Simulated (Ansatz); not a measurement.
**SiO2: the cell at several levels of theory**

How does the equilibrium cell of SiO2 in the rutile host structure depend on the functional? It is relaxed with PBE, r2SCAN and PBEsol. This is a trial cell built on a prototype, not taken from a measured structure, and it needn't be the compound's ground state.

The runs shown are made with Ansatz 0.2.0. PAW datasets, plane waves, zero pressure. Spin-unpolarised throughout. Whether this structure exists isn't addressed.

## 1. The cell

This is the cell as the run starts from it, not yet at rest; its lengths are not the crystal's.

Space group P4_2/mnm (No. 136), tetragonal; conventional cell a = 4.401 Å, c = 2.963 Å, 9.56 Å³ an atom. Si has 6 O at 1.90–1.91 Å; O has 3 Si at 1.90–1.91 Å.

Structure file:

```
CELL_PARAMETERS angstrom
4.40096 0.00000 0.00000
0.00000 4.40096 0.00000
0.00000 0.00000 2.96256
ATOMIC_POSITIONS crystal
Si 0.50000 0.50000 0.50000
Si 0.00000 0.00000 0.00000
O 0.19403 0.80597 0.50000
O 0.80597 0.19403 0.50000
O 0.30597 0.30597 0.00000
O 0.69403 0.69403 0.00000
```

## 2. PBE: cell and atoms

File input.yaml:

```yaml
crystal:
  lattice:
    - [4.40095921, 0.0, 0.0]
    - [0.0, 4.40095921, 0.0]
    - [0.0, 0.0, 2.96256342]
  atoms:
    - { symbol: Si, position: [0.5, 0.5, 0.5] }
    - { symbol: Si, position: [0.0, 0.0, 0.0] }
    - { symbol: O, position: [0.1940277, 0.8059723, 0.5] }
    - { symbol: O, position: [0.8059723, 0.1940277, 0.5] }
    - { symbol: O, position: [0.3059723, 0.3059723, 0.0] }
    - { symbol: O, position: [0.6940277, 0.6940277, 0.0] }
kpoints:
  mp_grid: { grid: [6, 6, 8] }
hamiltonian:
  xc: pbe
scf:
  occupations: { method: fermi_dirac, width: 0.02 }
relax:
  f_tol: 0.005
  cell: {}
output:
  write_density: true
  write_potential: true
  elf: true
  volumetric_format: npy
```

Launch:

```sh
> ansatz run input.yaml --threads 2 --pin off --max-ram 20275MiB --backend cpu --events-out ev --progress --plain --runs-dir out
```

Output:

```text
Engine: ansatz 0.2.0, x86_64-unknown-linux-gnu
Pseudopotentials: kind: paw
Pseudopotential: Si, paw, valence charge 4, recommended cutoff 420 eV (normal), Si.paw.azcp
Pseudopotential: O, paw, valence charge 6, recommended cutoff 420 eV (normal), O.paw.azcp
Functional definition: PBE
  parameter kappa = 0.804
  parameter beta = 0.06672455060314922
  exchange = pbe_x(kappa = kappa, mu = beta*pi^2/3)
  correlation = pbe_c(beta = beta)
Crystal: 6 atoms, lattice volume = 57.380 Å³
Basis set: ecut = 420 eV, 1129 PW (Γ), exchange–correlation on 60×60×40 points (8 copies of the dense FFT grid, shifted against one another)
Bands: 22, of which v1, the nominal top of the filled ones, is band 16 counted from 1 (15 counted from 0)
Symmetry: 16 space group operations
Space group: P42/mnm (ITA 136), of the structure as read, at distance tolerance 3.9e-5 Å
k-points: 50 of 288
Non-local potential: Si, projectors of the file, l = 0: 2, l = 1: 2, l = 2: 2
Non-local potential: O, projectors of the file, l = 0: 2, l = 1: 2, l = 2: 1
PAW form: soft (Blöchl's): semilocal exchange-correlation on the pseudo side does not see the compensation charge
PAW one-centre angular grid: Si, 110 points (default); XC on 64 Gauss nodes
PAW one-centre angular grid: O, 110 points (default); XC on 64 Gauss nodes
Initial density: superposition of atomic densities (neutral atoms: chi_scale 0, normalization atom), corrected by the library's trained network
Initial wavefunctions: pseudopotential atomic-orbital guess
Functional: x = pbe(κ = 0.804, μ = 0.2195149727645171), c = pbe(β = 0.06672455060314922)
SCF iter   1: F=—  HF=-3545.592095 eV  |F-HF|=—  |Δ(HF+E_count)|=         —  Δρ=1.99e-3  dr2=7.31e-4  ethr=1.77e-3  ⟨swp⟩=6.3  Hψ=5962  notcnv=0  defer=2
preconditioner: auto → none  [insulator: Δε(μ)=2.078 eV  Ē_g=15.685 eV  σ=0.020 eV  W_gap=1.00  n_scr=10 (ndim 8)  ℏωp=27.7 eV  f_vac=0.000  D(μ)=0.00/eV (n_scr^D=0)  ε∞_Penn≈4.1]
SCF iter   2: F=—  HF=-3545.593407 eV  |F-HF|=—  |Δ(HF+E_count)|=   1.31e-3  Δρ=9.64e-4  dr2=1.54e-4  ethr=2.29e-6  ⟨swp⟩=2.0  Hψ=2384  notcnv=0  defer=26
SCF iter   3: F=—  HF=-3545.593753 eV  |F-HF|=—  |Δ(HF+E_count)|=   3.46e-4  Δρ=1.21e-4  dr2=3.33e-6  ethr=4.80e-7  ⟨swp⟩=2.2  Hψ=1723  notcnv=0  defer=26
SCF iter   4: F=—  HF=-3545.593704 eV  |F-HF|=—  |Δ(HF+E_count)|=   4.86e-5  Δρ=3.49e-5  dr2=1.99e-7  ethr=1.04e-8  ⟨swp⟩=2.1  Hψ=1679  notcnv=0  defer=26
iter 5 did not close the SCF: its close was put off for the readings that it lacked (scf_convergence_deferred on its scf_iter line)
SCF iter   5: F=-3545.593705 eV  HF=-3545.593705 eV  |F-HF|=2.12e-9  |Δ(HF+E_count)|=   3.66e-7  Δρ=8.44e-6  dr2=1.89e-8  ethr=6.22e-10  ⟨swp⟩=2.1  Hψ=1812  notcnv=0  defer=26
SCF iter   6: F=-3545.593705 eV  HF=-3545.593705 eV  |F-HF|=1.96e-11  |Δ(HF+E_count)|=   4.06e-9  Δρ=8.08e-7  dr2=1.79e-10  ethr=5.89e-11  ⟨swp⟩=5.6  Hψ=6249  notcnv=0
SCF 1 converged in 6 iterations: F = -3545.593705 eV  dr2 = 1.79e-10
relax step   1: F+E_penalty+E_count = -3545.59370466 eV  Δ(F+E_penalty+E_count) = +0.000e0 eV  max|allowed force component| = 2.769e-1 eV/Å  Δτ_max = 0.0000 Å  P = -37.107 GPa  Ω = 57.380 Å³  (6 SCF iters, dr2 threshold 1.00e-7 eV, accepted)
Crystal: 6 atoms, lattice volume = 52.724 Å³
Basis set: ecut = 420 eV, 1025 PW (Γ), exchange–correlation on 60×60×40 points (8 copies of the dense FFT grid, shifted against one another)
Initial density: handed on by an earlier stage of this run
Initial wavefunctions: those handed on with the density
iter 1 solved again at ethr=4.17e-4 eV; its pass at ethr=3.10e-3 eV (dr2=1.34e-1 eV) is discarded
SCF iter   1: F=—  HF=-3546.644735 eV  |F-HF|=—  |Δ(HF+E_count)|=         —  Δρ=1.85e-2  dr2=1.37e-1  ethr=4.17e-4  ⟨swp⟩=1.2  Hψ=6421  notcnv=0
preconditioner: auto → none  [insulator: Δε(μ)=3.445 eV  Ē_g=17.020 eV  σ=0.020 eV  W_gap=1.00  n_scr=10 (ndim 8)  ℏωp=28.9 eV  f_vac=0.000  D(μ)=0.00/eV (n_scr^D=0)  ε∞_Penn≈3.9]
SCF iter   2: F=—  HF=-3546.609506 eV  |F-HF|=—  |Δ(HF+E_count)|=   3.52e-2  Δρ=7.84e-3  dr2=1.78e-2  ethr=4.17e-4  ⟨swp⟩=2.1  Hψ=2088  notcnv=0
SCF iter   3: F=—  HF=-3546.604845 eV  |F-HF|=—  |Δ(HF+E_count)|=   4.66e-3  Δρ=2.58e-3  dr2=1.87e-3  ethr=5.57e-5  ⟨swp⟩=2.0  Hψ=1985  notcnv=0
SCF iter   4: F=—  HF=-3546.604914 eV  |F-HF|=—  |Δ(HF+E_count)|=   6.96e-5  Δρ=3.78e-4  dr2=3.48e-5  ethr=5.83e-6  ⟨swp⟩=2.6  Hψ=1957  notcnv=0
SCF iter   5: F=—  HF=-3546.604774 eV  |F-HF|=—  |Δ(HF+E_count)|=   1.40e-4  Δρ=3.43e-5  dr2=2.50e-7  ethr=1.87e-9  ⟨swp⟩=7.1  Hψ=7828  notcnv=0
SCF iter   6: F=-3546.604775 eV  HF=-3546.604775 eV  |F-HF|=5.00e-9  |Δ(HF+E_count)|=   2.91e-7  Δρ=4.13e-6  dr2=3.43e-9  ethr=7.82e-10  ⟨swp⟩=6.1  Hψ=7043  notcnv=0
SCF 2 converged in 6 iterations: F = -3546.604775 eV  dr2 = 3.43e-9
relax step   2: F+E_penalty+E_count = -3546.60477466 eV  Δ(F+E_penalty+E_count) = -1.011e0 eV  max|allowed force component| = 5.820e-1 eV/Å  Δτ_max = 0.0170 Å  P = -23.258 GPa  Ω = 52.724 Å³  energy of the carried Pulay correction = +2.571e-2 eV  (6 SCF iters, dr2 threshold 6.00e-7 eV, accepted)
Crystal: 6 atoms, lattice volume = 46.769 Å³
Basis set: ecut = 420 eV, 913 PW (Γ), exchange–correlation on 60×60×40 points (8 copies of the dense FFT grid, shifted against one another)
iter 1 solved again at ethr=1.07e-3 eV; its pass at ethr=3.10e-3 eV (dr2=3.42e-1 eV) is discarded
SCF iter   1: F=—  HF=-3547.109849 eV  |F-HF|=—  |Δ(HF+E_count)|=         —  Δρ=3.09e-2  dr2=3.42e-1  ethr=1.07e-3  ⟨swp⟩=1.1  Hψ=6532  notcnv=0
preconditioner: auto → none  [insulator: Δε(μ)=5.663 eV  Ē_g=18.883 eV  σ=0.020 eV  W_gap=1.00  n_scr=10 (ndim 8)  ℏωp=30.7 eV  f_vac=0.000  D(μ)=0.00/eV (n_scr^D=0)  ε∞_Penn≈3.6]
SCF iter   2: F=—  HF=-3546.998818 eV  |F-HF|=—  |Δ(HF+E_count)|=   1.11e-1  Δρ=1.05e-2  dr2=2.71e-2  ethr=1.07e-3  ⟨swp⟩=2.1  Hψ=2079  notcnv=0
SCF iter   3: F=—  HF=-3546.991117 eV  |F-HF|=—  |Δ(HF+E_count)|=   7.70e-3  Δρ=3.68e-3  dr2=3.36e-3  ethr=8.46e-5  ⟨swp⟩=2.0  Hψ=1997  notcnv=0  defer=3
SCF iter   4: F=—  HF=-3546.990909 eV  |F-HF|=—  |Δ(HF+E_count)|=   2.08e-4  Δρ=1.26e-3  dr2=3.91e-4  ethr=1.05e-5  ⟨swp⟩=2.7  Hψ=1989  notcnv=0  defer=7
SCF iter   5: F=—  HF=-3546.990926 eV  |F-HF|=—  |Δ(HF+E_count)|=   1.76e-5  Δρ=2.04e-4  dr2=9.44e-6  ethr=1.22e-6  ⟨swp⟩=2.1  Hψ=1896  notcnv=0  defer=7
SCF iter   6: F=-3546.990930 eV  HF=-3546.990930 eV  |F-HF|=5.73e-8  |Δ(HF+E_count)|=   3.65e-6  Δρ=1.63e-5  dr2=5.90e-8  ethr=1.87e-9  ⟨swp⟩=7.0  Hψ=7595  notcnv=0
SCF 3 converged in 6 iterations: F = -3546.990930 eV  dr2 = 5.90e-8
relax step   3: F+E_penalty+E_count = -3546.99092998 eV  Δ(F+E_penalty+E_count) = -3.862e-1 eV  max|allowed force component| = 2.519e-1 eV/Å  Δτ_max = 0.0263 Å  P = +11.202 GPa  Ω = 46.769 Å³  energy of the carried Pulay correction = +6.195e-2 eV  (6 SCF iters, dr2 threshold 6.00e-7 eV, accepted)
[... 11 lines left out ...]
relax step   4: F+E_penalty+E_count = -3547.03514917 eV  Δ(F+E_penalty+E_count) = -4.422e-2 eV  max|allowed force component| = 8.990e-2 eV/Å  Δτ_max = 0.0072 Å  P = -1.419 GPa  Ω = 48.568 Å³  energy of the carried Pulay correction = +5.057e-2 eV  (6 SCF iters, dr2 threshold 6.00e-7 eV, accepted)
[... 9 lines left out ...]
relax step   5: F+E_penalty+E_count = -3547.03866042 eV  Δ(F+E_penalty+E_count) = -3.511e-3 eV  max|allowed force component| = 1.219e-2 eV/Å  Δτ_max = 0.0046 Å  P = +0.111 GPa  Ω = 48.424 Å³  energy of the carried Pulay correction = +5.146e-2 eV  (5 SCF iters, dr2 threshold 6.00e-7 eV, accepted)
[... 8 lines left out ...]
relax step   6: F+E_penalty+E_count = -3547.03858675 eV  Δ(F+E_penalty+E_count) = +7.366e-5 eV  max|allowed force component| = 1.582e-2 eV/Å  Δτ_max = 0.0012 Å  P = +0.079 GPa  Ω = 48.438 Å³  energy of the carried Pulay correction = +5.138e-2 eV  (4 SCF iters, dr2 threshold 3.55e-7 eV, accepted)
[... 7 lines left out ...]
relax step   7: F+E_penalty+E_count = -3547.03858813 eV  Δ(F+E_penalty+E_count) = -1.381e-6 eV  max|allowed force component| = 6.349e-5 eV/Å  Δτ_max = 0.0006 Å  P = +0.003 GPa  Ω = 48.444 Å³  energy of the carried Pulay correction = +5.134e-2 eV  (3 SCF iters, dr2 threshold 6.62e-8 eV, accepted)
[... 11 lines left out ...]
relax step   8: F+E_penalty+E_count = -3547.01852776 eV  Δ(F+E_penalty+E_count) = +2.006e-2 eV  max|allowed force component| = 1.677e-3 eV/Å  Δτ_max = 0.0000 Å  P = -0.893 GPa  Ω = 48.444 Å³  stress off target by 9.62e-1 GPa  SCF on the basis re-selected at this cell (its energy is not comparable with the rows above)  (6 SCF iters)
[... 9 lines left out ...]
relax step   9: F+E_penalty+E_count = -3547.01996429 eV  Δ(F+E_penalty+E_count) = -1.437e-3 eV  max|allowed force component| = 7.091e-4 eV/Å  Δτ_max = 0.0008 Å  P = -0.001 GPa  Ω = 48.287 Å³  energy of the carried Pulay correction = +1.006e-3 eV  (4 SCF iters, dr2 threshold 6.00e-7 eV, accepted)
iter 1 solved again at ethr=1.96e-7 eV; its pass at ethr=3.10e-3 eV (dr2=6.28e-5 eV) is discarded
SCF iter   1: F=—  HF=-3547.019019 eV  |F-HF|=—  |Δ(HF+E_count)|=         —  Δρ=4.32e-5  dr2=1.92e-7  ethr=1.96e-7  ⟨swp⟩=3.0  Hψ=9186  notcnv=0
preconditioner: auto → none  [insulator: Δε(μ)=5.039 eV  Ē_g=18.314 eV  σ=0.020 eV  W_gap=1.00  n_scr=10 (ndim 8)  ℏωp=30.2 eV  f_vac=0.000  D(μ)=0.00/eV (n_scr^D=0)  ε∞_Penn≈3.7]
SCF iter   2: F=—  HF=-3547.019002 eV  |F-HF|=—  |Δ(HF+E_count)|=   1.69e-5  Δρ=1.91e-5  dr2=4.20e-8  ethr=6.01e-10  ⟨swp⟩=2.0  Hψ=1900  notcnv=0
SCF iter   3: F=—  HF=-3547.019003 eV  |F-HF|=—  |Δ(HF+E_count)|=   3.04e-8  Δρ=3.99e-6  dr2=3.02e-9  ethr=1.31e-10  ⟨swp⟩=2.6  Hψ=1949  notcnv=0
SCF iter   4: F=—  HF=-3547.019003 eV  |F-HF|=—  |Δ(HF+E_count)|=  2.11e-10  Δρ=8.20e-7  dr2=2.15e-10  ethr=9.44e-12  ⟨swp⟩=2.0  Hψ=1739  notcnv=0
SCF iter   5: F=-3547.019003 eV  HF=-3547.019003 eV  |F-HF|=3.27e-11  |Δ(HF+E_count)|=  2.73e-12  Δρ=3.44e-7  dr2=2.36e-11  ethr=1.00e-12  ⟨swp⟩=6.0  Hψ=4986  notcnv=0
SCF 10 converged in 5 iterations: F = -3547.019003 eV  dr2 = 2.36e-11
relax step  10: F+E_penalty+E_count = -3547.01900252 eV  Δ(F+E_penalty+E_count) = +9.618e-4 eV  max|allowed force component| = 6.375e-4 eV/Å  Δτ_max = 0.0000 Å  P = -0.029 GPa  Ω = 48.287 Å³  stress off target by 4.06e-2 GPa  SCF on the basis re-selected at this cell (its energy is not comparable with the rows above)  (5 SCF iters)
basis re-selected at this cell: Δ(F+E_penalty+E_count) = +9.618e-4 eV, ΔP = -0.028 GPa vs the last step (what re-selecting the basis moved, of the pressure what is left beyond the Pulay correction that the steps carried, after the strain that the cell walked since its last selection, with what the two solves' SCF thresholds leave and, on support functions, any second-order correction that the steps lacked; it is no measure of the basis error at this ecutwfc). This SCF's stress stands 4.06e-2 GPa from its target on what of the cell is left free (relax.cell.stress_tol is 5.00e-2 GPa) and its largest allowed force component is 6.38e-4 eV/Å (relax.f_tol is 5.00e-3 eV/Å): within both
SCF converged after 5 iterations
Free energy (F): -3547.019003 eV
Harris-Foulkes:  -3547.019003 eV  (|F-HF|=3.27e-11)
Internal energy: -3547.019003 eV  (E = F + TS)
E sigma→0 (E₀):  -3547.019003 eV
Fermi energy:    12.513228 eV
--- Per-component energies (eV) ---
  E_band       = 52.924437
  E_kinetic    = 810.581188
  E_local      = -1244.956195  (includes V_loc(G=0)·N_el)
  E_nonlocal   = 235.669662
  E_hartree    = 440.997627
  E_xc         = -411.036678
  E_vxc        = -478.416628  (∫ρ·V_xc dr)
  E_paw        = -1661.187704  (= ΣΔE_a)
  E_vpaw       = -151.959089  (= ΣTr[D̂ρ^β])
  E_aug_tail   = 0.010308  (compensation charges beyond the density's cutoff)
  E_ewald      = -1717.097210
  E_smearing   = -0.000000  (= −TS)
  E_closure    = 0.000000  (closes the sum)
  Σ components = -3547.019003   (vs F -3547.019003, Δ=0.00e0)
--- Forces (eV/Å), atoms counted from 1 ---
  atom   1  Si     0.00000000     0.00000000     0.00000000
  atom   2  Si    -0.00000000     0.00000000     0.00000000
  atom   3  O      0.00063750    -0.00063750     0.00000000
  atom   4  O     -0.00063750     0.00063750     0.00000000
  atom   5  O     -0.00063750    -0.00063750     0.00000000
  atom   6  O      0.00063750     0.00063750     0.00000000
  max |Σ_I F_I| component: 4.77e-18 eV/Å
--- Stress (GPa, compression-positive) ---
       -0.040588       0.000000       0.000000
        0.000000      -0.040588       0.000000
        0.000000       0.000000      -0.007295
  P = ⅓ Tr σ = -0.0295 GPa (-0.295 kbar)
--- Band table (eV; the first three rows and the last of 50) ---
  k-point 0: bands = ["-12.1965", "-8.7435", "-8.7435", "-8.5823", "-0.6007", "3.7801", "3.7801", "4.0749", "4.8017", "5.0490", "6.9845", "6.9845", "7.5008", "9.1448", "9.1448", "9.9940", "15.0325", "16.6221", "18.3144", "18.3144", "21.0969", "21.5299"]
  k-point 1: bands = ["-11.9959", "-8.6426", "-8.6426", "-8.5562", "-0.5257", "3.9514", "3.9514", "4.2508", "4.2952", "4.7633", "6.3114", "6.3114", "6.7675", "9.0029", "9.0029", "9.8223", "15.7799", "17.6601", "19.1763", "19.1763", "20.2882", "22.4247"]
  k-point 2: bands = ["-11.4216", "-8.5795", "-8.3836", "-8.3836", "-0.3643", "3.4116", "3.6559", "4.4271", "4.4271", "4.9356", "4.9459", "4.9459", "5.6339", "8.5512", "8.5512", "9.2712", "16.9917", "19.5212", "20.0189", "20.9683", "20.9683", "23.4990"]
  k-point 49: bands = ["-9.3255", "-9.3255", "-8.1754", "-8.1754", "-0.4905", "-0.4905", "2.1285", "2.1285", "5.5333", "5.5333", "5.6752", "5.6752", "8.2665", "8.2665", "8.5275", "8.5275", "16.8286", "16.8286", "20.6936", "20.6936", "21.6036", "21.6036"]
--- Relaxed structure (8 steps of the walk, 8 accepted, 2 SCFs on fresh bases) ---
  F+E_penalty+E_count = -3547.01900252 eV   max|allowed force component| = 6.375e-4 eV/Å   (the final SCF, on the basis selected at the relaxed cell)
  cell:  # Å, volume = 48.2874 Å³
    - [4.236548797974442, -1.3528509861384816e-33, 0.0]
    - [-1.3528509861384816e-33, 4.236548797974442, 0.0]
    - [0.0, 0.0, 2.6903537128801633]
  atoms:
    - { symbol: Si, position: [0.5, 0.5, 0.5] }
    - { symbol: Si, position: [1.3138980187433642e-19, 9.854235140575088e-20, 0.0] }
    - { symbol: O, position: [0.1929995018105105, 0.8070004981894896, 0.5] }
    - { symbol: O, position: [0.8070004981894896, 0.1929995018105105, 0.5] }
    - { symbol: O, position: [0.30700049818948955, 0.30700049818948955, 0.0] }
    - { symbol: O, position: [0.6929995018105105, 0.6929995018105105, 0.0] }
```

Wall time 11 s (2 threads of AMD EPYC 7R13 (Zen 3), shared host); peak memory 0.39 GiB.

The path of the relaxation:

```
step  energy change (meV/atom)  largest force (eV/Å)  pressure (GPa)  volume (Å³/atom)
   1                       0.0                0.2769          -37.11             9.563
   2                    -168.5                0.5820          -23.26             8.787
   3                    -232.9                0.2519           11.20             7.795
   4                    -240.2                0.0899           -1.42             8.095
   5                    -240.8                0.0122            0.11             8.071
   6                    -240.8                0.0158            0.08             8.073
   7                    -240.8                0.0001            0.00             8.074
   8                    -237.5                0.0017           -0.89             8.074
   9                    -237.7                0.0007            0.00             8.048
  10                    -237.5                0.0006           -0.03             8.048
```

Steps 8, 10 solve the same cell on a plane-wave basis chosen anew, so the energy can jump there without a move.

The table lists every geometry solved, with passes on a fresh basis, whose energies don't compare exactly with the rows above.

```
                         before     after    change
                a (Å)     4.401     4.237   -3.74 %
                c (Å)     2.963     2.690   -9.19 %
     volume (Å³/atom)     9.563     8.048  -15.85 %
shortest distance (Å)     1.904     1.774   -6.85 %
          space group  P4_2/mnm  P4_2/mnm      same
```

Density in a lattice plane of the grid's cell (edges 4.24 and 4.24 Å, at 0.000 of the third edge), which holds Si and O.

Values in e/Å³, 12 rows by 12 columns:
```
0.13 0.22 0.28 0.19 0.10 0.06 0.10 0.24 0.42 0.51 0.48 0.28
0.27 0.28 0.27 0.17 0.10 0.10 0.28 0.98 2.06 1.87 1.00 0.48
0.23 0.19 0.17 0.12 0.10 0.16 0.59 2.90 6.15 5.08 1.87 0.51
0.13 0.10 0.10 0.10 0.11 0.21 0.71 3.36 6.81 6.15 2.06 0.42
0.07 0.06 0.10 0.16 0.21 0.25 0.51 1.60 3.36 2.90 0.98 0.24
0.06 0.10 0.28 0.59 0.71 0.51 0.38 0.51 0.71 0.59 0.28 0.10
0.07 0.24 0.98 2.90 3.36 1.60 0.51 0.25 0.21 0.16 0.10 0.06
0.13 0.42 2.06 6.15 6.81 3.36 0.71 0.21 0.11 0.10 0.10 0.10
0.23 0.51 1.87 5.08 6.15 2.90 0.59 0.16 0.10 0.12 0.17 0.19
0.27 0.48 1.00 1.87 2.06 0.98 0.28 0.10 0.10 0.17 0.27 0.28
0.13 0.28 0.48 0.51 0.42 0.24 0.10 0.06 0.10 0.19 0.28 0.22
0.06 0.13 0.27 0.23 0.13 0.07 0.06 0.07 0.13 0.23 0.27 0.13
```
Columns run along the first of these edges and rows up along the second, over one cell in 12 and 12 even steps from the bottom left corner. Atoms in the plane (fractional): Si at (0.00, 0.00), O at (0.31, 0.31), O at (0.69, 0.69).

ELF in the same plane.

Values, 12 rows by 12 columns:
```
0.09 0.09 0.17 0.12 0.04 0.02 0.13 0.47 0.58 0.61 0.57 0.24
0.15 0.17 0.17 0.09 0.03 0.07 0.51 0.81 0.83 0.84 0.83 0.57
0.17 0.12 0.09 0.05 0.03 0.14 0.70 0.82 0.57 0.66 0.84 0.61
0.09 0.04 0.03 0.03 0.04 0.15 0.64 0.74 0.36 0.57 0.83 0.58
0.04 0.02 0.07 0.14 0.15 0.11 0.34 0.70 0.74 0.82 0.81 0.47
0.02 0.13 0.51 0.70 0.64 0.34 0.13 0.34 0.64 0.70 0.51 0.13
0.04 0.47 0.81 0.82 0.74 0.70 0.34 0.11 0.15 0.14 0.07 0.02
0.09 0.58 0.83 0.57 0.36 0.74 0.64 0.15 0.04 0.03 0.03 0.04
0.17 0.61 0.84 0.66 0.57 0.82 0.70 0.14 0.03 0.05 0.09 0.12
0.15 0.57 0.83 0.84 0.83 0.81 0.51 0.07 0.03 0.09 0.17 0.17
0.09 0.24 0.57 0.61 0.58 0.47 0.13 0.02 0.04 0.12 0.17 0.09
0.45 0.09 0.15 0.17 0.09 0.04 0.02 0.04 0.09 0.17 0.15 0.09
```
Columns run along the first of these edges and rows up along the second, over one cell in 12 and 12 even steps from the bottom left corner. Atoms in the plane (fractional): Si at (0.00, 0.00), O at (0.31, 0.31), O at (0.69, 0.69).

Both are smooth fields of the valence electrons: close to the nuclei they are not physical.

Maxima of ELF outside the ion cores: 0.87 on the O–Si line, 0.7 Å from O; 0.85 beside O, off the lines to its neighbours, 0.6 Å from O.

(Part 1 of 3 ends here.)
